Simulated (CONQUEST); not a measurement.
Crystal: PbSe (Clausthalite).

```xyz
4
Lattice="4.3284 0.0000 0.0000 0.0000 4.3284 0.0000 0.0000 0.0000 6.1213" Properties=species:S:1:pos:R:3 pbc="T T T"
Pb    2.1499    2.1662    3.0441
Pb    4.3141    0.0020    6.1047
Se    2.1393    2.1709    0.0094
Se    4.3035    0.0067    3.0701
```

The cell isn't the ideal one: atoms moved at random, drawn with an rms of 0.05 Å.

Base run:

- Program: CONQUEST 1.3
- Functional: PBE
- Potentials or basis: PseudoDojo NC PBE, SZ, linear scaling with L range 16 bohr, grid cutoff 120 Ha
- Occupations: none (density matrix without k points)
- Spin: no spin polarisation

Its results: pressure 15.4 GPa; largest force 0.005 eV/Å.

The run is repeated on the same cell with these changes: potentials or basis from PseudoDojo NC PBE, SZ, linear scaling with L range 16 bohr, grid cutoff 120 Ha to PseudoDojo NC PBE, SZ, linear scaling with L range 18 bohr, grid cutoff 120 Ha. What comes out?

Pressure 12.1 GPa; largest force 0.016 eV/Å.

Caveats: the atomic basis is small; the density matrix is cut off at a finite range, which raises the energy and shifts forces and pressure; the basis of atomic orbitals isn't converged, which shifts pressures, moduli and gaps.
